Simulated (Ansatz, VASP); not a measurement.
# Cross-check of CdS (Greenockite) between VASP and Ansatz, part 2 of 2

One calculation is typed for both programs; each brings its own data sets and cutoff. How far apart do they land? The cell is taken from a series of VASP runs on this material, whose earlier steps may have relaxed, scaled or displaced it; both programs get it as it stands.

VASP 6.6.1 and Ansatz 0.2.0.

So far. Step 4 (Side by side): The walks stopped with 0.00 GPa left in Ansatz and 0.01 GPa in VASP; each walk ends within a tolerance, so the volume difference is uncertain by about these residues over the bulk modulus, most in soft cells.

### Step 5. Ansatz: zone-centre phonons, LDA

Level of this step: Ansatz beside VASP: Kohn-Sham DFT, plane waves, LDA (Ansatz).

Second derivatives magnify differences that forces hide, and they need a tight electronic threshold. The cell compared in this pair holds 93.27 Å³, against 96.16 Å³ for the pair before.

The cell is taken from a series of VASP runs on this material, whose earlier steps may have relaxed, scaled or displaced it; both programs get it as it stands.

Contents of input.yaml:

```yaml
crystal:
  lattice:
    - [4.0428665232, 0.0, 0.0]
    - [-2.0214332615, 3.5012251131, 0.0]
    - [0.0, 0.0, 6.5892759118]
  atoms:
    - { symbol: Cd, position: [0.3333333333, 0.6666666667, 0.4995305207] }
    - { symbol: Cd, position: [0.6666666667, 0.3333333333, 0.9995305207] }
    - { symbol: S, position: [0.3333333333, 0.6666666667, 0.8754694793] }
    - { symbol: S, position: [0.6666666667, 0.3333333333, 0.3754694793] }
hamiltonian:
  xc: lda
  pseudopotentials: { kind: paw }
kpoints:
  mp_grid: { grid: [10, 10, 6] }
scf:
  occupations: { method: fixed }
phonons:
  method: dfpt
  qpoints: [[0, 0, 0]]
  dielectric: true
  rigid_motions: translations
```

Launch:

```
ansatz run input.yaml --threads 4 --pin off --max-ram 9216MiB --backend cpu --events-out ev --progress --plain --runs-dir out
```

Numbers of over 12 decimals in the logs are rounded to 6 here.

The program printed:

```text
[...]
Crystal: 4 atoms, lattice volume = 93.271 Å³
Basis set: ecut = 420 eV, 1811 PW (Γ), exchange–correlation on 60×60×96 points (8 copies of the dense FFT grid, shifted against one another)
Bands: 32, of which v1, the nominal top of the filled ones, is band 26 counted from 1 (25 counted from 0)
Symmetry: 12 space group operations
k-points: 172 of 600 (irreducible under 2 space group operations, time reversal used)
[...]
257.71      2            15.3006
        271.52      2             0.0000
        304.71      1             8.3997
        317.38      1             0.0000
--- Phonons (arbitrary-q DFPT): 1 explicit q-point ---
  q = [0, 0, 0] (of the zone-centre solve; hermiticity 1.77e-6, symmetrization 3.47e-7): -0.00 0.00 0.00 38.74 38.74 139.62 251.25 257.71 257.71 271.52 271.52 317.38
  sum rule: each row above includes the acoustic sum rule's correction from the zone centre's row sums; it moved no ω² by more than (0.51 cm⁻¹)²
[key lines of the parts left out:]
SCF converged after 9 iterations
Free energy (F): -17977.283872 eV
Fermi energy:    7.541712 eV
```

It took 2.6 min on 4 threads of Arm Neoverse V1, shared host; peak memory 2 GiB.

### Step 6. VASP: zone-centre phonons, LDA

The same cell, functional (in two slightly different forms) and mesh now go to VASP, with its own data sets and cutoff.

Contents of INCAR:

```
SYSTEM = CdS
PREC = Accurate
ENCUT = 500
EDIFF = 1E-08
NELM = 100
ISMEAR = 0
SIGMA = 0.03
LREAL = .FALSE.
ALGO = Normal
GGA = CA
NBANDS = 24
LORBIT = 11
LWAVE = .FALSE.
LCHARG = .FALSE.
KPAR = 8
IBRION = 8
LEPSILON = .TRUE.
LPEAD = .TRUE.
ISIF = 2
```

Contents of POSCAR:

```
CdS
1.0
    4.0428665232      0.0000000000      0.0000000000
   -2.0214332615      3.5012251131      0.0000000000
    0.0000000000      0.0000000000      6.5892759118
Cd S
2 2
Direct
    0.3333333333      0.6666666667      0.4995305207
    0.6666666667      0.3333333333      0.9995305207
    0.3333333333      0.6666666667      0.8754694793
    0.6666666667      0.3333333333      0.3754694793
```

Contents of KPOINTS:

```
Automatic mesh
0
Gamma
10 10 6
0 0 0
```

PAW data sets: Cd and S (LDA family, release 64).

Launch:

```
mpirun -np 8 vasp_std
```

The program printed:

```text
[banner, memory and clock lines left out]
running    8 mpi-ranks, on    1 nodes
[...]
[... a notice as in an earlier step ...]

 LDA part: xc-table for (Slater(with rela. corr.)+CA(PZ))
 , standard interpolation
 POSCAR, INCAR and KPOINTS ok, starting setup
[...]
entering main loop
       N       E                     dE             d eps       ncg     rms          rms(c)
DAV:   1     0.248734804540E+03    0.24873E+03   -0.17503E+04  2688   0.135E+03
DAV:   2    -0.296938355550E+01   -0.25170E+03   -0.24408E+03  3056   0.343E+02
DAV:   3    -0.157091739941E+02   -0.12740E+02   -0.12692E+02  3360   0.786E+01
DAV:   4    -0.158269022209E+02   -0.11773E+00   -0.11770E+00  3104   0.751E+00
[...]
DAV:  19    -0.147992027995E+02   -0.18238E-07   -0.67187E-08  2968   0.134E-03    0.349E-03
DAV:  20    -0.147992027833E+02    0.16225E-07   -0.23564E-08  2424   0.126E-03    0.228E-03
DAV:  21    -0.147992027792E+02    0.41159E-08   -0.16377E-08  1584   0.599E-04
   1 F= -.14799203E+02 E0= -.14799203E+02  d E =-.142070E-19
[...]
RMM:  13    -0.106269376601E+00    0.25108E-08   -0.34139E-09 17925   0.245E-06    0.324E-07
 first order change of Fermi-energy  -0.26513E-04
 force on displaced ion       3 direction 1 :  -6.877   0.000   0.000
 Born effective charge ion    3 direction 1 :  -2.037  -0.000  -0.000
 Linear response progress:
  Degree of freedom:   4/  4
       N       E                     dE             d eps       ncg     rms          rms(c)
RMM:   1    -0.123104452421E+00   -0.12310E+00    0.36619E-02  8750   0.166E+00
RMM:   2    -0.120738299968E+00    0.23662E-02   -0.34921E-03  5322   0.383E-01    0.233E-01
RMM:   3    -0.120929383756E+00   -0.19108E-03   -0.25747E-04  5658   0.720E-02    0.127E-01
RMM:   4    -0.121158451245E+00   -0.22907E-03   -0.10807E-04  5760   0.447E-02    0.258E-02
[...]
RMM:  11    -0.121123545134E+00    0.16831E-07   -0.28805E-08  6040   0.149E-05    0.436E-06
RMM:  12    -0.121123581253E+00   -0.36119E-07   -0.16416E-08  5551   0.538E-06    0.278E-06
RMM:  13    -0.121123578276E+00    0.29774E-08    0.23736E-08  5141   0.307E-06    0.637E-07
 first order change of Fermi-energy  -0.42451E+00
 force on displaced ion       3 direction 3 :  -0.000  -0.000  -8.909
 Born effective charge ion    3 direction 3 :   0.000   0.000  -2.132
 Born effective charges drift removed
 Linear response finished
```

Parts of OUTCAR (step 6):

```text
 POSITION                                       TOTAL-FORCE (eV/Angst)
 -----------------------------------------------------------------------------------
     -0.00000      2.33415      3.29154         0.000000     -0.000000      0.000068
      2.02143      1.16708      6.58618         0.000000      0.000000      0.000068
     -0.00000      2.33415      5.76871         0.000000      0.000000     -0.000068
      2.02143      1.16708      2.47407        -0.000000     -0.000000     -0.000068
 -----------------------------------------------------------------------------------
    total drift:                                0.000000     -0.000000     -0.000050

 MACROSCOPIC STATIC DIELECTRIC TENSOR (including local field effects in DFT)
 ------------------------------------------------------
           6.273307     0.000000     0.000000
           0.000000     6.273307     0.000000
           0.000000     0.000000     6.371916
 ------------------------------------------------------

 MACROSCOPIC STATIC DIELECTRIC TENSOR IONIC CONTRIBUTION
 ------------------------------------------------------
           2.537980     0.000000     0.000000
           0.000000     2.537980     0.000000
           0.000000     0.000000     2.934078
 ------------------------------------------------------

[... 1 further part left out ...]
```

### Step 7. Differences

Compared:

```csv
quantity,Ansatz,VASP,difference
ε∞ xx,6.37,6.27,+1.50 %
ε∞ yy,6.37,6.27,+1.50 %
ε∞ zz,6.46,6.37,+1.42 %
Born charge of Cd1 (mean of the diagonal) (e),2.07,2.07,0.00
Born charge of S3 (mean of the diagonal) (e),-2.07,-2.07,0.00
optical mode 1 to 2 (cm⁻¹),38.7,39.0,-0.3
optical mode 3 (cm⁻¹),139.6,140.9,-0.94 %
optical mode 4 (cm⁻¹),251.2,256.0,-1.87 %
optical mode 5 to 6 (cm⁻¹),257.7,262.8,-1.92 %
optical mode 7 to 8 (cm⁻¹),271.5,276.6,-1.83 %
optical mode 9 (cm⁻¹),317.4,321.3,-1.23 %
```

Modes are paired by rising frequency and degeneracy, not by their patterns, so a pair may still set unlike modes beside each other.

### Step 8. Other set-ups

Further runs change the set-up of one program: Ansatz's method, potentials or start, or VASP's data sets, cutoff or form of LDA. The table gives Ansatz less VASP for each quantity, since a change that brings one quantity closer may part another.

```csv
run,optical mode 1 to 2 (cm⁻¹),optical mode 3 (%),optical mode 4 (%),optical mode 5 to 6 (%),optical mode 7 to 8 (%),optical mode 9 (%)
as above,-0.28,-0.94,-1.9,-1.9,-1.8,-1.2
Ansatz's all-electron LAPW method,-0.40,-0.93,-1.8,-1.8,-1.8,-1.2
```

### Step 9. Outcome

```yaml
difference_in_volume_relaxation_of_cell_and_atoms_lda: -0.78 %
r_m_s_difference_of_the_optical_zone_centre_modes_each_program_s_sorted_by_frequency_zone_centre_phonons_lda: 4.0 cm⁻¹
difference_in_optical_mode_5_to_6_zone_centre_phonons_lda: -1.9 %
```

The difference in volume is -0.78 % (relaxation of cell and atoms, LDA), within the 1.2 % picked in this series as the mark of a large difference, as far as the stopping tolerances let one tell. Among the rows given in per cent, the largest difference of the zone-centre phonons, LDA pair is in optical mode 5 to 6, -1.9 %. Zone-centre phonons, LDA, Ansatz's all-electron LAPW method: the difference in optical mode 1 to 2 goes from -0.28 to -0.40 cm⁻¹. How closely two codes agree says nothing of how well the functional describes the real material.

[Lines on the potential files, build, host, timing and source positions are cut from VASP's logs without a mark.]

[Logs are printed without paths, hosts, clocks, repeated set-up lines and the standing remarks that a program may print on its own settings, such as how far it seeks lower states.]

[Hosts, paths, dates, database ids (printed as entryN), source tags and the programs' standing remarks are cut or masked in the printed files.]
